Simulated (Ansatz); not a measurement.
# TaN (P-6m2): how the settings move a single-point run

Question: which choices in the input matter for TaN (P-6m2)?

Program: Ansatz 0.2.0. Level of theory: reference: DFT PBE, scalar-relativistic, plane waves, PAW. These are calculated values, not measurements.

9 further runs of the same task are left out: 7 for a known fault of the program, 2 set aside as unsound or not needed. Runs told in other sessions of the task aren't counted.

## (1) The system as given

Symmetry: P-6m2, No. 187, hexagonal system. Conventional cell: a = 2.938 Å, b = 2.938 Å, c = 2.883 Å, α = 90.00°, β = 90.00°, γ = 120.00°. Ta (site symmetry -6m2) has 6 N at 2.23 Å in its first shell of neighbours. Around N (site symmetry -6m2) lie 6 Ta at 2.23 Å.

Structure file:

```
Ta N
1.0
     2.93800    0.00000    0.00000
    -1.46900    2.54438    0.00000
     0.00000    0.00000    2.88300
Ta N
1 1
Cartesian
  0.0000 1.6963 1.4415
  0.0000 0.0000 0.0000
```

## (2) Baseline

File input.yaml:

```yaml
crystal:
  lattice:
    - [2.9380011098, 0.0, 0.0]
    - [-1.4690005548, 2.5443835975, 0.0]
    - [0.0, 0.0, 2.8830022093]
  atoms:
    - { symbol: Ta, position: [0.3333333333, 0.6666666667, 0.5], spin: 2.0 }
    - { symbol: "N", position: [0.0, 0.0, 0.0] }
basis:
  ecutwfc: 420
  ecutrho_ratio: 4
kpoints:
  mp_grid: { grid: [10, 10, 8] }
hamiltonian:
  xc: pbe
scf:
  occupations: { method: gaussian, width: 0.05 }
output:
  forces: true
  stress: true
  eigenvalues: true
  populations: true
magnetization:
  spin_polarized: true
```

On the command line:

```console
ansatz run input.yaml --threads 4 --pin off --max-ram 8192MiB --backend cpu --events-out ev --progress --plain --runs-dir out
```

## (3) Changing settings: ecutwfc 51.4 Ry

File input.yaml:

```yaml
crystal:
  lattice:
    - [2.936126981979, -4.99681273169e-11, 0.0]
    - [-1.468063490946, 2.542760555155, 0.0]
    - [0.0, 0.0, 2.88668382056]
  atoms:
    - { symbol: Ta, position: [0.3333333333333, 0.6666666666667, 0.5], spin: 2.0 }
    - { symbol: "N", position: [0.0, -2.775557561563e-17, 0.0] }
basis:
  ecutwfc: "51.4 Ry"
  ecutrho_ratio: 4
kpoints:
  mp_grid: { grid: [10, 10, 8] }
hamiltonian:
  xc: pbe
scf:
  occupations: { method: gaussian, width: 0.05 }
output:
  forces: true
  stress: true
magnetization:
  spin_polarized: true
```

## (4) Variant: mixing.algorithm broyden, mixing.beta 0.2, mixing.ndim 8

File input.yaml:

```yaml
crystal:
  lattice:
    - [2.936126981979, -4.99681273169e-11, 0.0]
    - [-1.468063490946, 2.542760555155, 0.0]
    - [0.0, 0.0, 2.88668382056]
  atoms:
    - { symbol: Ta, position: [0.3333333333333, 0.6666666666667, 0.5], spin: 2.0 }
    - { symbol: "N", position: [0.0, -2.775557561563e-17, 0.0] }
basis:
  ecutwfc: 420
  ecutrho_ratio: 4
kpoints:
  mp_grid: { grid: [10, 10, 8] }
hamiltonian:
  xc: pbe
scf:
  occupations: { method: gaussian, width: 0.05 }
  mixing: { algorithm: broyden, beta: 0.2, ndim: 8 }
output:
  forces: true
  stress: true
magnetization:
  spin_polarized: true
```

## (5) Changing settings: symmetry.detect false, occupations.method tetrahedron, width left out

File input.yaml:

```yaml
crystal:
  lattice:
    - [2.936126981979, -4.99681273169e-11, 0.0]
    - [-1.468063490946, 2.542760555155, 0.0]
    - [0.0, 0.0, 2.88668382056]
  atoms:
    - { symbol: Ta, position: [0.3333333333333, 0.6666666666667, 0.5], spin: 2.0 }
    - { symbol: "N", position: [0.0, -2.775557561563e-17, 0.0] }
  symmetry: { detect: false }
basis:
  ecutwfc: 420
  ecutrho_ratio: 4
kpoints:
  mp_grid: { grid: [10, 10, 8] }
hamiltonian:
  xc: pbe
scf:
  occupations: { method: tetrahedron }
output:
  forces: true
  stress: true
  write_density: true
  write_potential: true
  elf: true
  volumetric_format: npy
magnetization:
  spin_polarized: true
```

What does the calculation give? Wanted: for each run, ending; energy change; pressure; gap; force.

**Answer**, as computed:

| run | ending | energy change | pressure (GPa) | gap (eV) | force (eV/Å) | cycles | time |
| --- | --- | --- | --- | --- | --- | --- | --- |
| reference | converged | 0 | 4.7 | 0.00 | 0.00 | 10 | 2.1 s |
| 1: ecutwfc 51.4 Ry | converged | -2.9 meV/atom (other cell) | 4.6 | 0.00 | 0.00 | 10 | 2.6 s |
| 2: mixing.algorithm broyden, mixing.beta 0.2, mixing.ndim 8 | converged | 0.0 meV/atom (other cell) | 4.6 | 0.00 | 0.00 | 14 | 1.8 s |
| 3: symmetry.detect false, occupations.method tetrahedron, width left out | converged | +0.1 meV/atom (σ→0) (other cell) | 4.6 | 0.00 | 0.00 | 14 | 13 s |

Times don't compare one to one where runs were asked for different outputs or read a saved state (see the inputs); cycles may leave out searches for a lower state.

Residual by cycle in the longest SCF loop of each run; runs are numbered as in the table. The quantity is the density residual dr2, in eV.

| cycle | reference | run 1 | run 2 | run 3 |
| --- | --- | --- | --- | --- |
| 1 | 0.47 | 0.471 | 0.47 | 0.371 |
| 2 | 0.121 | 0.122 | 0.176 | 0.177 |
| 3 | 0.0733 | 0.0738 | 0.0547 | 0.0225 |
| 5 | 2.0e-5 | 2.1e-5 | 0.00323 | 7.1e-5 |
| 6 | 7.4e-6 | 7.7e-6 | 6.0e-4 | 1.7e-5 |
| 7 | 4.0e-7 | 4.3e-7 | 5.8e-6 | 1.8e-7 |
| 8 | 8.5e-9 | 8.8e-9 | 1.3e-5 | 6.1e-8 |
| 9 | 3.3e-11 | 3.1e-11 | 5.3e-8 | 1.9e-7 |
| 10 | 4.2e-13 | 7.8e-13 | 2.1e-8 | 1.8e-6 |
| 12 | - | - | 4.9e-10 | 3.8e-9 |
| 13 | - | - | 6.1e-11 | 1.9e-10 |
| 14 | - | - | 9.4e-12 | 3.5e-12 |

The pressure spans 4.6 to 4.7 GPa over the reference and the converged variants.
